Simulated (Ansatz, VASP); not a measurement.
Given: the input of a run of Ansatz 0.2.0 on CuO.

File input.yaml:

```yaml
crystal:
  lattice:
    - [0.18960382, -2.17228837, -2.0431441]
    - [-2.01972352, 0.10629521, -1.95983549]
    - [2.38320037, 2.28583939, -4.38944304]
  atoms:
    - { symbol: Cu, position: [0.45623224, 0.53068563, 0.48541174] }
    - { symbol: Cu, position: [0.97428428, 0.98586739, 0.0243612] }
    - { symbol: O, position: [0.80166267, 0.74472112, 0.73928024] }
    - { symbol: O, position: [0.26782081, 0.23872587, 0.25094681] }
hamiltonian:
  xc: pbe
  pseudopotentials: { kind: paw }
kpoints:
  mp_grid: { grid: [10, 10, 5] }
scf:
  occupations: { method: fermi_dirac, width: 0.05 }
output:
  forces: true
  stress: true
  eigenvalues: true
```

Potentials or basis: Ansatz PAW.

Launch:

```console
$ ansatz run input.yaml --threads 2 --pin off --max-ram 5632MiB --backend cpu --events-out ev --progress --plain --runs-dir out
```

Task: Translate it to VASP 6.6.1. Potentials there: VASP PAW PBE potentials, release 64 (Cu, O).

Result: As run (the cutoff follows the program's own potentials):

The input INCAR:

```
ALGO = Normal ; EDIFF = 1E-7
ENCUT = 520 ; GGA = PE
ISIF = 2 ; ISMEAR = -1
LASPH = T ; LCHARG = F
LREAL = F ; LWAVE = F
NBANDS = 25 ; NELM = 100
PREC = Accurate ; SIGMA = 0.05
```

KPOINTS

```
k-points
0
Gamma
  10 10 5
```

File POSCAR:

```
CuO
1.0
    0.1896038200     -2.1722883700     -2.0431441000
   -2.0197235200      0.1062952100     -1.9598354900
    2.3832003700      2.2858393900     -4.3894430400
Cu O
2 2
Direct
    0.4562322400      0.5306856300      0.4854117400
    0.9742842800      0.9858673900      0.0243612000
    0.8016626700      0.7447211200      0.7392802400
    0.2678208100      0.2387258700      0.2509468100
```

Potentials or basis: VASP PAW PBE potentials, release 64 (Cu, O).

Launch:

```bash
$ cat potpaw_PBE.64/Cu/POTCAR potpaw_PBE.64/O/POTCAR > POTCAR
$ mpirun -np 1 vasp_std > vasp.out
```

Both were run:

|  | VASP | Ansatz | Ansatz less VASP |
| --- | --- | --- | --- |
| gap on the k mesh at the Fermi level (eV) | none | none | - |
| pressure (GPa) | -3.3 | -3.6 | -0.31 |
| largest component of the traceless stress (GPa) | 7.76 | 7.77 | 0.000 |
| rms of the force components (eV/Å) | 0.707 | 0.692 | -0.0147 |

Atom by atom the forces differ by 0.019 eV/Å (rms over components). A gap of «none» marks a metal or a gap that the smearing closes. The functional is the same, so the differences come from potentials, cutoffs and numerics. The two sets of potentials don't hold the same shells in valence.

Caveats: the run has no spin polarisation, though such a crystal can be magnetic; semilocal functionals often make such compounds metallic where correlation or magnetic order opens a gap, which also shifts bond lengths; forces of over 1 eV/Å show positions far from the minimum, so gaps and moduli don't describe the material at rest; the pressure holds a Pulay correction of +0.7 GPa for the finite cutoff (Ansatz).
